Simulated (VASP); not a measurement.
# InP (F-43m) in VASP: a series of runs

The runs below take InP through single point, with r2SCAN.

Program: VASP 6.6.1. These are calculated values, not measurements. Logs are shortened: lines on timing, memory, paths and dates and some standing lists are left out, and cuts for length are marked.

**What was measured.**

A printed reference work, data compilation reports, for a bulk crystal of InP at 1.6 K: band gap 1.4236 eV (direct).

The results are compared with them further down.

### 1 The cell of the first run

The structure is cubic, space group F-43m (No. 216). Conventional cell: a = 5.908 Å, b = 5.908 Å, c = 5.908 Å, α = 90.00°, β = 90.00°, γ = 90.00°. Within 3.4 Å of In (site symmetry -43m) lie 4 P at 2.56 Å. Within 3.4 Å of P (site symmetry -43m) lie 4 In at 2.56 Å.

### 2 Single point, r2SCAN

Input file POSCAR:

```
InP
1.0
    0.0000000000      2.9538987523      2.9538987523
    2.9538987523      0.0000000000      2.9538987523
    2.9538987523      2.9538987523      0.0000000000
In P
1 1
Direct
    0.0000000000      0.0000000000      0.0000000000
    0.2500000000      0.2500000000      0.2500000000
```

Input file INCAR.step1:

```
SYSTEM = InP
PREC     = Accurate       ! precision mode
ENCUT    = 520            ! plane-wave cutoff, eV
ISMEAR   = -1             ! smearing method
SIGMA    = 0.02           ! smearing width, eV
LREAL    = .FALSE.        ! projectors in reciprocal space
LASPH    = .TRUE.         ! aspherical terms in the spheres
NELM     = 60             ! most SCF steps
NBANDS   = 16             ! bands
GGA      = PE             ! functional
ALGO     = Normal         ! electronic algorithm
EDIFF    = 1E-4           ! SCF threshold, eV
LWAVE    = .TRUE.         ! write WAVECAR
LCHARG   = .FALSE.        ! write CHGCAR
```

Input file INCAR.step2:

```
SYSTEM = InP
PREC     = Accurate       ! precision mode
ENCUT    = 520            ! plane-wave cutoff, eV
EDIFF    = 1E-6           ! SCF threshold, eV
ISMEAR   = -1             ! smearing method
SIGMA    = 0.02           ! smearing width, eV
LREAL    = .FALSE.        ! projectors in reciprocal space
LASPH    = .TRUE.         ! aspherical terms in the spheres
NELM     = 60             ! most SCF steps
ALGO     = Normal         ! electronic algorithm
ISIF     = 2              ! what is computed and relaxed
LWAVE    = .FALSE.        ! write WAVECAR
LCHARG   = .FALSE.        ! write CHGCAR
METAGGA  = R2SCAN         ! meta-GGA
LMIXTAU  = .TRUE.       
NBANDS   = 16             ! bands
ISTART   = 1
```

Input file KPOINTS:

```
Automatic mesh
0
G
  8 8 8
  0 0 0
```

Potentials or basis: VASP PAW PBE potentials, release 64 (In_d, P).

The run is started by

```console
> cat potpaw_PBE.64/In_d/POTCAR potpaw_PBE.64/P/POTCAR > POTCAR
> cp INCAR.step1 INCAR
> mpirun -np 1 vasp_std > vasp.out
> cp INCAR.step2 INCAR
> mpirun -np 1 vasp_std > vasp.out
```

OUTCAR:

```text
SYSTEM = InP
   PREC = Accurate
   ENCUT = 520
   EDIFF = 1E-6
   ISMEAR = -1
   LREAL = .FALSE.
   LASPH = .TRUE.
   NELM = 60
   ISIF = 2
   METAGGA = R2SCAN
   ISTART = 1

 ion  position               nearest neighbor table
   1  0.000  0.000  0.000-   2 2.56   2 2.56   2 2.56   2 2.56
   2  0.250  0.250  0.250-   1 2.56   1 2.56   1 2.56   1 2.56

  LATTYP: Found a face centered cubic cell.
 ALAT       =     5.9077975046

  Lattice vectors:

 A1 = (   0.0000000000,   2.9538987523,   2.9538987523)
 A2 = (   2.9538987523,   0.0000000000,   2.9538987523)
 A3 = (   2.9538987523,   2.9538987523,   0.0000000000)

Analysis of symmetry for initial positions (statically):
=====================================================================
 Subroutine PRICEL returns:
 Original cell was already a primitive cell.

 Routine SETGRP: Setting up the symmetry group for a
 face centered cubic supercell.

 Subroutine GETGRP returns: Found 24 space group operations
 (whereof 24 operations were pure point group operations)
 out of a pool of 48 trial point group operations.

The static configuration has the point symmetry T_d .

Analysis of symmetry for dynamics (positions and initial velocities):
=====================================================================
 Subroutine PRICEL returns:
 Original cell was already a primitive cell.

 Routine SETGRP: Setting up the symmetry group for a
 face centered cubic supercell.

 Subroutine GETGRP returns: Found 24 space group operations
 (whereof 24 operations were pure point group operations)
 out of a pool of 48 trial point group operations.

The dynamic configuration has the point symmetry T_d .

 Subroutine INISYM returns: Found 24 space group operations
 (whereof 24 operations are pure point group operations),
 and found     1 'primitive' translations

----------------------------------------------------------------------------------------

                                     Primitive cell

  volume of cell :      51.5486

  direct lattice vectors                    reciprocal lattice vectors
     0.000000000  2.953898752  2.953898752    -0.169267819  0.169267819  0.169267819
     2.953898752  0.000000000  2.953898752     0.169267819 -0.169267819  0.169267819
     2.953898752  2.953898752  0.000000000     0.169267819  0.169267819 -0.169267819

  length of vectors
[... 73 lines left out ...]
   PREC   = accura    normal or accurate (medium, high low for compatibility)
   ISTART =      1    job   : 0-new  1-cont  2-samecut
   ICHARG =      0    charge: 1-file 2-atom 10-const
   ISPIN  =      1    spin polarized calculation?
   LNONCOLLINEAR =      F non collinear calculations
   LSORBIT =      F    spin-orbit coupling
   LASPH  =      T    aspherical Exc in radial PAW
   ENCUT  =  520.0 eV  38.22 Ry    6.18 a.u.   7.77  7.77  7.77*2*pi/ulx,y,z
   NELM   =     60;   NELMIN=  2; NELMDL=  0     # of ELM steps
   EDIFF  = 0.1E-05   stopping-criterion for ELM
   LREAL  =      F    real-space projection
   EDIFFG = 0.1E-04   stopping-criterion for IOM
   NSW    =      0    number of steps for IOM
   IBRION =     -1    ionic relax: 0-MD 1-quasi-New 2-CG
   NFREE  =      0    steps in history (QN), initial steepest desc. (CG)
   ISIF   =      2    stress and relaxation
   ISYM   =      2    0-nonsym 1-usesym 2-fastsym
   POTIM  = 0.5000    time-step for ionic-motion
   TEBEG  =    0.0;   TEEND  =   0.0 temperature during run
   PSTRESS=    0.0 pullay stress
   NELECT =      18.0000    total number of electrons
   NUPDOWN=      -1.0000    fix difference up-down
   EMIN   =  10.00;   EMAX   =-10.00  energy-range for DOS
   EFERMI =   0.00;   METHOD = LEGACY
   ISMEAR =    -1;   SIGMA  =   0.02  broadening in eV -4-tet -1-fermi 0-gaus
   EFERMI_NEDOS =   21; number of points for ismear=-14 and -15
   IALGO  =     38    algorithm
   IMIX   =      4    mixing-type and parameters
     AMIX     =   0.40;   BMIX     =  1.00
     AMIX_MAG =   1.60;   BMIX_MAG =  1.00
  volume/ion in A,a.u.               =      25.77       173.93
  Fermi-wavevector in a.u.,A,eV,Ry     =   1.152816  2.178507 18.081941  1.328985
  Thomas-Fermi vector in A             =   2.289465
   LORBIT       =      0    0 simple, 1 ext, 2 COOP (PROOUT), +10 PAW based schemes
   METAGGA = R2SCAN    functional components
   LHFCALC =     F    Hartree Fock is set to
   AEXX    =    0.0000 exact exchange contribution
   IVDW    =     0    specifies the selected vdW correction
   LEPSILON=     F    determine dielectric tensor
   LRPA    =     F    only Hartree local field effects (RPA)
 non-spin polarized calculation
  energy-cutoff  :      520.00
  volume of cell :       51.55
 maximum number of plane-waves:      1411
   NGX = 15   NGY = 15   NGZ = 15

 number of electron      18.0000009 magnetization

 Free energy of the ion-electron system (eV)
  ---------------------------------------------------
  ext. energy  EPLUGINS =         0.00000000
  ---------------------------------------------------
  free energy    TOTEN  =       -32.29733758 eV

  energy without entropy =      -32.29733758  energy(sigma->0) =      -32.29733758

 E-fermi :   5.1418     XC(G=0):  -9.7700

 val. band max:        4.7526836442   @ k =   0.0000   0.0000   0.0000
 cond. band min:       5.7820685486   @ k =   0.0000   0.0000   0.0000
 fundamental gap:      1.0293849044
 Fermi energy:         5.1417932976

 k-point     1 :       0.0000    0.0000    0.0000
  band No.  band energies     occupation
      1      -9.8588      2.00000
      2      -9.8588      2.00000
      3      -9.8588      2.00000
      4      -9.6922      2.00000
      5      -9.6922      2.00000
      6      -7.0817      2.00000
[... 433 lines left out ...]
      3      -9.7892      2.00000
      4      -9.6977      2.00000
      5      -9.6797      2.00000
      6      -5.0394      2.00000
[... 8 lines left out ...]
     15      15.9765      0.00000
     16      16.6319      0.00000

 [... further k-points ...]
[... 5 lines left out ...]
  --------------------------------------------------------------------------------------
  -------------------------------------------------------------------------------------
  Total       -0.0429818     -0.0429818     -0.0429818      0.0000000      0.0000000      0.0000000
  in kB       -1.3359140     -1.3359140     -1.3359140      0.0000000      0.0000000      0.0000000
  external PRESSURE =      -1.3359140 kB  Pullay stress =       0.0000000 kB

 VOLUME and BASIS-vectors are now :
 -----------------------------------------------------------------------------
  energy-cutoff  :      520.00
  volume of cell :       51.55
      direct lattice vectors                 reciprocal lattice vectors
     0.000000000  2.953898752  2.953898752    -0.169267819  0.169267819  0.169267819
     2.953898752  0.000000000  2.953898752     0.169267819 -0.169267819  0.169267819
     2.953898752  2.953898752  0.000000000     0.169267819  0.169267819 -0.169267819

 POSITION                                       TOTAL-FORCE (eV/Angst)
 -----------------------------------------------------------------------------------
      0.00000      0.00000      0.00000         0.000000      0.000000      0.000000
      1.47695      1.47695      1.47695        -0.000000     -0.000000     -0.000000
 -----------------------------------------------------------------------------------
    total drift:                               -0.000002     -0.000002     -0.000002

  FREE ENERGIE OF THE ION-ELECTRON SYSTEM (eV)
  ---------------------------------------------------
  free  energy   TOTEN  =       -32.2973375751 eV

  energy  without entropy=      -32.2973375751  energy(sigma->0) =      -32.29733758
```

OUTCAR.step1:

```text
SYSTEM = InP
   PREC = Accurate
   ENCUT = 520
   ISMEAR = -1
   LREAL = .FALSE.
   LASPH = .TRUE.
[... 676 lines left out ...]
      0.00000      0.00000      0.00000        -0.000000     -0.000000     -0.000000
      1.47695      1.47695      1.47695         0.000000      0.000000      0.000000
 -----------------------------------------------------------------------------------
    total drift:                               -0.000000     -0.000000     -0.000000

  FREE ENERGIE OF THE ION-ELECTRON SYSTEM (eV)
  ---------------------------------------------------
  free  energy   TOTEN  =        -8.3994501889 eV

  energy  without entropy=       -8.3994501869  energy(sigma->0) =       -8.39945019
```

Run time: 40 s. Hardware: 1 thread of Intel Xeon 6975P-C (Granite Rapids), shared host; peak memory 0.18 GiB.

Results:

```
Free energy            : -32.2973 eV
Pressure               : -0.1 GPa
Band gap on the k mesh : 1.03 eV, direct
```

Levels at points of the mesh, in eV from the valence-band top:
```csv
k point,band 5,band 6,band 7,band 8,band 9,band 10,band 11,band 12,band 13,band 14
"(0.00, 0.00, 0.00)",-14.44,-11.83,0.00,0.00,0.00,1.03,4.44,4.44,4.44,9.00
"(0.50, 0.00, 0.00)",-14.43,-10.11,-5.75,-0.97,-0.97,1.80,5.16,5.16,7.50,9.97
"(0.50, 0.50, 0.00)",-14.41,-9.46,-5.77,-2.33,-2.33,2.04,2.55,9.72,10.15,10.15
```

Caveat: the PAW data sets were made with another functional, which shifts forces and pressure a little; spin-orbit coupling is left out, which moves the levels of the heavy elements.

### 3 Single point, r2SCAN

Input file POSCAR:

```
InP
1.0
    0.0000000000      2.9538987500      2.9538987500
    2.9538987500      0.0000000000      2.9538987500
    2.9538987500      2.9538987500      0.0000000000
In P
1 1
Direct
    0.0000000000      0.0000000000      0.0000000000
    0.2500000000      0.2500000000      0.2500000000
```

Input file INCAR.step1:

```
SYSTEM = InP
  ALGO = Normal
  EDIFF = 1E-4
  ENCUT = 520
  GGA = PE
  ISMEAR = -1
  LASPH = .TRUE.
  LCHARG = .FALSE.
  LREAL = .FALSE.
  LWAVE = .TRUE.
  NBANDS = 16
  NELM = 60
  PREC = Accurate
  SIGMA = 0.02
```

Input file INCAR.step2:

```
SYSTEM = InP
  ALGO = Normal
  EDIFF = 1E-6
  ENCUT = 520
  ISIF = 2
  ISMEAR = -1
  ISTART = 1
  LASPH = .TRUE.
  LCHARG = .FALSE.
  LMIXTAU = .TRUE.
  LREAL = .FALSE.
  LWAVE = .FALSE.
  METAGGA = R2SCAN
  NBANDS = 16
  NELM = 60
  PREC = Accurate
  SIGMA = 0.02
```

Input file KPOINTS:

```
k-points
0
G
  8 8 8
  0 0 0
```

Potentials or basis: VASP PAW PBE potentials, release 64 (In_d, P).

The run is started by

```console
> cat potpaw_PBE.64/In_d/POTCAR potpaw_PBE.64/P/POTCAR > POTCAR
> cp INCAR.step1 INCAR
> mpirun -np 1 vasp_std > vasp.out
> cp INCAR.step2 INCAR
> mpirun -np 1 vasp_std > vasp.out
```

Wall time 38 s (1 thread of Intel Xeon 6975P-C (Granite Rapids), shared host); peak memory 0.19 GiB.

The run converged. Its results:

- Free energy: -32.2973 eV
- Pressure: -0.1 GPa
- Band gap on the k mesh: 1.03 eV, direct

Levels at points of the mesh, in eV from the valence-band top:
| k point | band 6 | band 7 | band 8 | band 9 | band 10 | band 11 | band 12 | band 13 |
| --- | --- | --- | --- | --- | --- | --- | --- | --- |
| (0.00, 0.00, 0.00) | -11.83 | 0.00 | 0.00 | 0.00 | 1.03 | 4.44 | 4.44 | 4.44 |
| (0.50, 0.00, 0.00) | -10.11 | -5.75 | -0.97 | -0.97 | 1.80 | 5.16 | 5.16 | 7.50 |
| (0.50, 0.50, 0.00) | -9.46 | -5.77 | -2.33 | -2.33 | 2.04 | 2.55 | 9.72 | 10.15 |

Caveat: the PAW data sets were made with another functional, which shifts forces and pressure a little; spin-orbit coupling is left out, which moves the levels of the heavy elements.

(Part 1 of 2 ends here.)
